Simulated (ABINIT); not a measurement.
# Ta (Im-3m) in ABINIT: a series of runs, part 2 of 2

ABINIT 10.8.3 (patched build). Earlier steps stand in the parts before.

### 3 Equation of state, PBEsol+D3

The input, run.py:

```python
import json, os
import numpy as np
from ase.eos import EquationOfState
from ase.units import GPa
from ase.calculators.mixing import SumCalculator
from dftd3.ase import DFTD3
from ase.calculators.abinit import Abinit, AbinitProfile
from ase import Atoms

atoms = Atoms(['Ta'],
              cell=[[-1.65128, 1.65128, 1.65128], [1.65128, -1.65128, 1.65128], [1.65128, 1.65128, -1.65128]],
              scaled_positions=[[0.0, 0.0, 0.0]],
              pbc=True)

profile = AbinitProfile(command='abinit', pp_paths=[os.path.abspath('pseudos')])
params = dict(
    pps='pawxml', xc='PBE',
    ecut=517.0163,
    pawecutdg=1034.0327,
    kptopt=1,
    ngkpt=[11, 11, 11],
    nshiftk=1,
    shiftk=[0.0, 0.0, 0.0],
    ixc=-116133,
    nband=11,
    occopt=3,
    tsmear=0.05,
    nstep=100,
    tolvrs=1e-09,
    prtwf=0,
    prtden=0,
)

cell0 = atoms.cell.copy()
volumes, energies = [], []
for i, x in enumerate([0.94, 0.96, 0.98, 1.0, 1.02, 1.04, 1.06]):
    atoms.set_cell(cell0 * x ** (1 / 3), scale_atoms=True)
    atoms.calc = SumCalculator([Abinit(profile=profile, directory=f'v{i}', **params), DFTD3(method='pbesol', damping='d3zero')])
    volumes.append(atoms.get_volume() / len(atoms))
    dft, disp = atoms.calc.mixer.calcs
    energies.append((dft.get_property('free_energy', atoms) + disp.get_property('energy', atoms)) / len(atoms))
    print(f'{x:5.2f} {volumes[-1]:10.5f} A^3/atom {energies[-1]:14.6f} eV/atom', flush=True)
    json.dump(dict(volumes=volumes, energies=energies), open('results.json', 'w'))
v0, e0, b0 = EquationOfState(volumes, energies, eos='murnaghan').fit()
print(f'V0 {v0:.4f} A^3/atom  E0 {e0:.6f} eV/atom  B0 {b0 / GPa:.2f} GPa')
```

Potentials or basis: JTH PAW PBE v2.0.

Launch:

```bash
$ python run.py
```

Log:

```text
0.94   16.92973 A^3/atom   -1606.787681 eV/atom
 0.96   17.28994 A^3/atom   -1606.789633 eV/atom
 0.98   17.65014 A^3/atom   -1606.781465 eV/atom
 1.00   18.01035 A^3/atom   -1606.763868 eV/atom
 1.02   18.37056 A^3/atom   -1606.737731 eV/atom
 1.04   18.73076 A^3/atom   -1606.705088 eV/atom
 1.06   19.09097 A^3/atom   -1606.664999 eV/atom
V0 17.1754 A^3/atom  E0 -1606.790236 eV/atom  B0 227.82 GPa
```

abinit.in:

```text
ecut 517.0163 eV
ixc -116133
kptopt 1
natom 1
nband 11
ngkpt
11 11 11
nshiftk 1
nsppol 1
nstep 100
occopt 3
pawecutdg 1034.0327 eV
prtden 0
prtwf 0
shiftk
0.0 0.0 0.0
tolvrs 1e-09
tsmear 0.05 eV
#Definition of the unit cell
acell
1.00000000000000 1.00000000000000 1.00000000000000 Angstrom
rprim
-1.68366626140936 1.68366626140936 1.68366626140936
1.68366626140936 -1.68366626140936 1.68366626140936
1.68366626140936 1.68366626140936 -1.68366626140936
chkprim 0 # Allow non-primitive cells
#Definition of the atom types
ntypat 1
znucl 73
#Enumerate different atomic species
typat
 1
pseudos "./pseudos/Ta.GGA_PBE-JTH.xml"
#Definition of the atoms
xcart
0.00000000000000 0.00000000000000 0.00000000000000
chkexit 1 # abinit.exit file in the running directory terminates after the current SCF
```

abinit.abo:

```text
.Version 10.8.3 of ABINIT
 Symmetries : space group Im -3 m (#229); Bravais cI (body-center cubic)
================================================================================
 Values of the parameters that define the memory need of the present run
     intxc =       0    ionmov =       0      iscf =      17    lmnmax =      18
[... 244 lines left out ...]
            fcart     -0.0000000000E+00 -0.0000000000E+00 -0.0000000000E+00
            rprim     -1.6836662614E+00  1.6836662614E+00  1.6836662614E+00
                       1.6836662614E+00 -1.6836662614E+00  1.6836662614E+00
                       1.6836662614E+00  1.6836662614E+00 -1.6836662614E+00
           strten      4.8594546870E-04  4.8594546870E-04  4.8594546870E-04
                       0.0000000000E+00  0.0000000000E+00  0.0000000000E+00
 Calculation completed.
```

Run time: 79 s. Hardware: 1 thread of Arm Neoverse V2, shared host; peak memory 0.12 GiB.

What came out:

```
Equilibrium volume                      : 17.18 Å³/atom
Bulk modulus                            : 227 GPa
Pressure derivative of the bulk modulus : 4.4 (rough: it moves with the points fitted)
```

Energy against volume, from the lowest point:
```csv
volume (Å³/atom),energy (meV/atom)
16.930,1.95
17.290,0.00
17.650,8.17
18.010,25.77
18.371,51.90
18.731,84.55
19.091,124.63
```

Caveat: pressures at fixed basis lie under the slope of the energies; the log and the count of SCF iterations are those of the last ABINIT call alone; the PAW data sets were made with another functional, which shifts forces and pressure a little. Spin-orbit coupling is left out, which matters for the levels of Ta.

### 4 Band structure, LDA-PZ, spin-orbit coupling, no magnetisation

The input, run.abi:

```
ndtset 2

pp_dirpath "./"
pseudos "Ta.LDA_PW-JTH.xml"

acell 2.8601008575 2.8601008575 2.8601008575 Angstrom
rprim
    -0.5773502692     0.5773502692     0.5773502692
     0.5773502692    -0.5773502692     0.5773502692
     0.5773502692     0.5773502692    -0.5773502692
ntypat 1
znucl 73
natom 1
typat 1
xred
     0.0000000000     0.0000000000     0.0000000000

ecut 15.0
pawecutdg 30.0

ixc 2

occopt 3
tsmear 0.05 eV

nspinor 2
nspden 1
pawspnorb 1

nstep 100

iomode 3
prtwf 0
prteig 0
prtebands 0
prtden1 1

kptopt1 4
ngkpt1 11 11 11
nshiftk1 1
shiftk1 0.0 0.0 0.0
nband1 22
tolvrs1 1.0e-9

iscf2 -2
getden2 1
nband2 34
nbdbuf2 8
tolwfr2 1.0e-11
kptopt2 -5
ndivsm2 5
prteig2 1
prtvol2 -3
kptbounds2
     0.0000000000     0.0000000000     0.0000000000
     0.5000000000    -0.5000000000     0.5000000000
     0.0000000000     0.0000000000     0.5000000000
     0.0000000000     0.0000000000     0.0000000000
     0.2500000000     0.2500000000     0.2500000000
     0.5000000000    -0.5000000000     0.5000000000
```

Potentials or basis: JTH PAW LDA v2.0.

Launch:

```bash
$ abinit run.abi > log 2>&1
```

Wall time 34 s (1 thread of Arm Neoverse V2, shared host); peak memory 0.12 GiB.

It converged, with:

```yaml
Free_energy: -1613.0180 eV
Band_gap_on_the_k_mesh: none (metal or under the smearing width)
Valence_electrons_inside_the_program's_atomic_spheres: Ta 10.69 (radii [1.2805] Å)
```

Levels at the corners of the path, in eV from the Fermi level:
| point | band 9 | band 10 | band 11 | band 12 | band 13 | band 14 | band 15 | band 16 |
| --- | --- | --- | --- | --- | --- | --- | --- | --- |
| Γ | -7.87 | -7.87 | 0.54 | 0.54 | 0.54 | 0.54 | 0.96 | 0.96 |
| H | -3.80 | -3.80 | -3.80 | -3.80 | 6.60 | 6.60 | 6.60 | 6.60 |
| N | -4.37 | -4.37 | -1.57 | -1.57 | 1.74 | 1.74 | 3.81 | 3.81 |
| Γ | -7.87 | -7.87 | 0.54 | 0.54 | 0.54 | 0.54 | 0.96 | 0.96 |
| P | -1.57 | -1.57 | -1.00 | -1.00 | -1.00 | -1.00 | 5.02 | 5.02 |
| H | -3.80 | -3.80 | -3.80 | -3.80 | 6.60 | 6.60 | 6.60 | 6.60 |

Caveat: the cutoff is too short for stress, so the log's stress isn't used.

### 5 Summary

| task | level | potentials or basis | spin | cutoff (eV) | fine-grid cutoff | dispersion computed by | gap on the mesh (eV) |
| --- | --- | --- | --- | --- | --- | --- | --- |
| band structure | PBE | JTH PAW PBE v2.0 | SOC, no magnetisation | 517 | 1034.03 eV | - | none |
| equation of state | PBEsol+D3 | JTH PAW PBE v2.0 | off | 517 | 1034.03 eV | simple-dftd3 1.7.0 | - |
| band structure | LDA-PZ | JTH PAW LDA v2.0 | SOC, no magnetisation | 408 | 816.342 eV | - | none |

Alike in all rows: cell as given; k mesh 11 × 11 × 11; smearing fermi-dirac 0.05 eV.

Caveats: pressures at fixed basis lie under the slope of the energies (some runs); the PAW data sets were made with another functional, which shifts forces and pressure a little (some runs).

Total energies depend on the potentials used, so only differences within one code and one set of settings carry meaning.

### 6 Comparison with measurements

Step 3. A measured bulk modulus of Ta is 194 GPa (quoted in “Refinement of the equation of state of tantalum”, 2004, arxiv:cond-mat/0403080); the calculated 227 GPa misses it by +17.0 %. The fit is for a static lattice scaled at fixed shape and fixed fractional positions.
